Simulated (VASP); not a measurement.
# WSe2 in VASP: notebook

Runs on WSe2. Level: PBE+D3(BJ). Tasks: relaxation of cell and atoms.

All numbers are computed with VASP 6.6.1; they aren't measurements. Logs are shortened: lines on timing, memory, paths and dates and some standing lists are left out, and cuts for length are marked.

### Step 1. The slab as given

The cell holds a slab with vacuum, 6 atoms: a = 3.285 Å, b = 3.285 Å, c = 27.831 Å, α = 90.00°, β = 90.00°, γ = 120.00°.

### Step 2. Relaxation of cell and atoms, PBE+D3(BJ)

Input file INCAR:

```
SYSTEM = WSe2
PREC = Accurate ; ENCUT = 600
EDIFF = 1E-7 ; ISMEAR = 0
SIGMA = 0.03 ; LREAL = .False.
LASPH = .True. ; NELM = 80
ALGO = Normal ; ISIF = 3
LWAVE = .False. ; LCHARG = .False.
GGA = PE ; IVDW = 12
IBRION = 2 ; NSW = 90
EDIFFG = -0.005 ; LATTICE_CONSTRAINTS = .TRUE. .TRUE. .FALSE.
KPAR = 4
```

Input file KPOINTS:

```
regular mesh
0
Gamma
  12 12 1
  0 0 0
```

Input file POSCAR:

```
WSe2                                    
1.0
    3.2848214221     -0.0000000000      0.0000000000
   -1.6424107111      2.8447388000      0.0000000000
    0.0000000000      0.0000000000     27.8312600000
  Se              W             
     4     2
Direct
     0.3333333300000021    0.6666666699999979    0.3242988306454799
     0.3333333300000021    0.6666666699999979    0.4454629148449971
     0.6666666699999979    0.3333333300000021    0.5545370851550031
     0.6666666699999979    0.3333333300000021    0.6757011693545198
     0.6666666699999979    0.3333333300000021    0.3848922942192330
     0.3333333300000021    0.6666666699999979    0.6151077057807669
```

Potentials or basis: VASP PAW PBE potentials, release 64 (Se, W_sv).

Launch:

```
$ cat potpaw_PBE.64/Se/POTCAR potpaw_PBE.64/W_sv/POTCAR > POTCAR
$ mpirun -np 4 vasp_std > vasp.out
```

OUTCAR:

```text
SYSTEM = WSe2
   PREC = Accurate
   ENCUT = 600
   EDIFF = 1E-7
   ISMEAR = 0
   LREAL = .False.
   LASPH = .True.
   NELM = 80
   ISIF = 3
   GGA = PE
   IVDW = 12
   IBRION = 2
   NSW = 90
   EDIFFG = -0.005
 IVDW          = 12

 ion  position               nearest neighbor table
   1  0.333  0.667  0.324-   5 2.54   5 2.54   5 2.54
   2  0.333  0.667  0.445-   5 2.54   5 2.54   5 2.54
   3  0.667  0.333  0.555-   6 2.54   6 2.54   6 2.54
   4  0.667  0.333  0.676-   6 2.54   6 2.54   6 2.54
   5  0.667  0.333  0.385-   2 2.54   2 2.54   2 2.54   1 2.54   1 2.54   1 2.54
   6  0.333  0.667  0.615-   3 2.54   3 2.54   3 2.54   4 2.54   4 2.54   4 2.54

  LATTYP: Found a hexagonal cell.
 ALAT       =     3.2848214221
 C/A-ratio  =     8.4726858552

  Lattice vectors:

 A1 = (   3.2848214221,   0.0000000000,   0.0000000000)
 A2 = (  -1.6424107111,   2.8447388000,   0.0000000000)
 A3 = (   0.0000000000,   0.0000000000,  27.8312600000)

Analysis of symmetry for initial positions (statically):
=====================================================================
 Subroutine PRICEL returns:
 Original cell was already a primitive cell.

 Routine SETGRP: Setting up the symmetry group for a
 hexagonal supercell.

 Subroutine GETGRP returns: Found 12 space group operations
 (whereof 12 operations were pure point group operations)
 out of a pool of 24 trial point group operations.

The static configuration has the point symmetry D_3d.

Analysis of symmetry for dynamics (positions and initial velocities):
=====================================================================
 Subroutine PRICEL returns:
 Original cell was already a primitive cell.

 Routine SETGRP: Setting up the symmetry group for a
 hexagonal supercell.

 Subroutine GETGRP returns: Found 12 space group operations
 (whereof 12 operations were pure point group operations)
 out of a pool of 24 trial point group operations.

The dynamic configuration has the point symmetry D_3d.

 Subroutine INISYM returns: Found 12 space group operations
 (whereof 12 operations are pure point group operations),
[... 164 lines left out ...]

 VOLUME and BASIS-vectors are now :
 -----------------------------------------------------------------------------
  energy-cutoff  :      600.00
  volume of cell :      260.07
      direct lattice vectors                 reciprocal lattice vectors
     3.284821422  0.000000000  0.000000000     0.304430552  0.175763061  0.000000000
    -1.642410711  2.844738800  0.000000000     0.000000000  0.351526123  0.000000000
     0.000000000  0.000000000 27.831260000     0.000000000  0.000000000  0.035930820

 POSITION                                       TOTAL-FORCE (eV/Angst)
 -----------------------------------------------------------------------------------
     -0.00000      1.89649      9.02565         0.000000     -0.000000     -0.006242
     -0.00000      1.89649     12.39779        -0.000000      0.000000      0.006559
      1.64241      0.94825     15.43347         0.000000     -0.000000     -0.006559
      1.64241      0.94825     18.80561         0.000000      0.000000      0.006242
      1.64241      0.94825     10.71204         0.000000      0.000000     -0.000205
     -0.00000      1.89649     17.11922        -0.000000      0.000000      0.000205
 -----------------------------------------------------------------------------------
    total drift:                               -0.000000     -0.000000      0.000000

  FREE ENERGIE OF THE ION-ELECTRON SYSTEM (eV)
  ---------------------------------------------------
  free  energy   TOTEN  =       -45.5778561936 eV

  energy  without entropy=      -45.5778561936  energy(sigma->0) =      -45.57785619

--------------------------------------- Ionic step        2  -------------------------------------------

 number of electron      52.0000001 magnetization

 Free energy of the ion-electron system (eV)
  ---------------------------------------------------
  ext. energy  EPLUGINS =         0.00000000
  ---------------------------------------------------
  free energy    TOTEN  =       -43.16046073 eV

  energy without entropy =      -43.16046073  energy(sigma->0) =      -43.16046073

 E-fermi :   0.4500     XC(G=0):  -5.3954

 val. band max:        0.2357928029   @ k =   0.0000   0.0000   0.0000
 cond. band min:       1.5156596245   @ k =   0.1667   0.1667   0.0000
 fundamental gap:      1.2798668217
 Fermi energy:         0.4500334512

 k-point     1 :       0.0000    0.0000    0.0000
  band No.  band energies     occupation
      1     -73.9389      2.00000
      2     -73.9389      2.00000
      3     -38.1843      2.00000
      4     -38.1843      2.00000
      5     -38.0503      2.00000
      6     -38.0503      2.00000
[... 635 lines left out ...]
     30       3.1664      0.00000
     31       3.5535      0.00000

------------------------ aborting loop because EDIFF is reached ----------------------------------------

 Edisp (eV)   -2.41740

 E8    (eV) :    -1.1122

  FORCE on cell =-STRESS in cart. coord.  units (eV):
  Direction    XX          YY          ZZ          XY          YZ          ZX
  --------------------------------------------------------------------------------------
  -------------------------------------------------------------------------------------
  Total      -0.00199    -0.00199     0.00402     0.00000     0.00000     0.00000
  in kB      -0.01227    -0.01227     0.02480     0.00000     0.00000     0.00000
  external pressure =        0.00 kB  Pullay stress =        0.00 kB

 VOLUME and BASIS-vectors are now :
 -----------------------------------------------------------------------------
  energy-cutoff  :      600.00
  volume of cell :      259.99
      direct lattice vectors                 reciprocal lattice vectors
     3.284355867  0.000000000  0.000000000     0.304473705  0.175787976  0.000000000
    -1.642177933  2.844335617  0.000000000    -0.000000000  0.351575951  0.000000000
     0.000000000  0.000000000 27.831260000     0.000000000  0.000000000  0.035930820

 POSITION                                       TOTAL-FORCE (eV/Angst)
 -----------------------------------------------------------------------------------
     -0.00000      1.89622      9.02534         0.000000      0.000000     -0.004293
     -0.00000      1.89622     12.39811         0.000000     -0.000000      0.003840
      1.64218      0.94811     15.43315         0.000000      0.000000     -0.003840
      1.64218      0.94811     18.80592        -0.000000      0.000000      0.004293
      1.64218      0.94811     10.71203         0.000000      0.000000      0.000168
     -0.00000      1.89622     17.11923        -0.000000     -0.000000     -0.000168
 -----------------------------------------------------------------------------------
    total drift:                                0.000000      0.000000      0.000000

  FREE ENERGIE OF THE ION-ELECTRON SYSTEM (eV)
  ---------------------------------------------------
  free  energy   TOTEN  =       -45.5778652541 eV

  energy  without entropy=      -45.5778652541  energy(sigma->0) =      -45.57786525

 reached required accuracy - stopping structural energy minimisation
```

Run time: 3.6 min. Hardware: 4 MPI ranks of AMD EPYC 7R13 (Zen 3), shared host; peak memory 0.54 GiB.

What came out:

| Item | Value |
| --- | --- |
| Free energy | -45.5779 eV |
| Relaxed volume | 43.33 Å³/atom |
| Relaxed cell | a = 3.284 Å, b = 3.284 Å, c = 27.831 Å, α = 90.00°, β = 90.00°, γ = 120.00° |
| Space group after relaxing (to 0.05 Å) | P-3m1 (No. 164) |
| Energy gained by relaxing | 0.0 meV/atom |
| Ionic steps | 2 |
| Largest force after relaxing | 0.004 eV/Å |
| Band gap on the k mesh | 1.28 eV, indirect (least direct gap 1.62 eV) |
| Dispersion energy per atom | -0.403 eV |

Forces on the atoms (eV/Å):
```
Se   0.000  0.000 -0.004
Se   0.000  0.000  0.004
Se   0.000  0.000 -0.004
Se   0.000  0.000  0.004
W    0.000  0.000  0.000
W    0.000  0.000  0.000
```

Final structure:
```cif
data_structure
_symmetry_space_group_name_H-M 'P 1'
_symmetry_Int_Tables_number 1
_cell_length_a 3.2844
_cell_length_b 3.2844
_cell_length_c 27.8313
_cell_angle_alpha 90.000
_cell_angle_beta 90.000
_cell_angle_gamma 120.000
_cell_volume 259.99
loop_
_atom_site_label
_atom_site_type_symbol
_atom_site_fract_x
_atom_site_fract_y
_atom_site_fract_z
_atom_site_occupancy
Se1 Se 0.33333 0.66667 0.32429 1
Se2 Se 0.33333 0.66667 0.44547 1
Se3 Se 0.66667 0.33333 0.55453 1
Se4 Se 0.66667 0.33333 0.67571 1
W1 W 0.66667 0.33333 0.38489 1
W2 W 0.33333 0.66667 0.61511 1
```

Caveat: spin-orbit coupling is left out, which moves the levels of the heavy elements.

(Part 1 of 2 ends here.)
